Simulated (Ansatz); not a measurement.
## ZnSiP2: equation of state with PBEsol

Crystal: ZnSiP2.

```
CELL_PARAMETERS angstrom
-2.68670 2.68670 5.23003
2.68670 -2.68670 5.23003
2.68670 2.68670 -5.23003
ATOMIC_POSITIONS crystal
Zn 0.75000 0.25000 0.50000
Zn 0.00000 0.00000 0.00000
P 0.14230 0.62500 0.01730
P 0.60770 0.12500 0.98270
P 0.87500 0.85770 0.48270
P 0.37500 0.39230 0.51730
Si 0.25000 0.75000 0.50000
Si 0.50000 0.50000 0.00000
```

The cell is a database's computed one.

```yaml
Program: Ansatz 0.2.0
Task: equation of state
Functional: PBEsol
Potentials_or_basis: Ansatz PAW
Cutoff: 420 eV
Density_cutoff: 1680 eV
k_mesh: 7 × 7 × 7
Occupations: fermi-dirac, width 0.05 eV
Spin: no spin polarisation
```

The equilibrium volume is 18.74 Å³/atom. The bulk modulus at fixed shape and positions is 94 GPa and the pressure derivative of the bulk modulus is 4.4.

Energy against volume, from the lowest point:
| volume (Å³/atom) | energy (meV/atom) |
| --- | --- |
| 17.744 | 16.68 |
| 18.121 | 5.97 |
| 18.499 | 0.60 |
| 18.876 | 0.00 |
| 19.254 | 3.70 |
| 19.631 | 11.24 |
| 20.009 | 22.22 |

All runs of the series together: 21 s on 4 threads of Intel(R) Xeon(R) 6975P-C (Granite Rapids) (shared host).

Caveat: the cell was scaled at fixed shape and fractional positions, which overstates the stiffness of a crystal with free parameters, most of all of layers and chains.
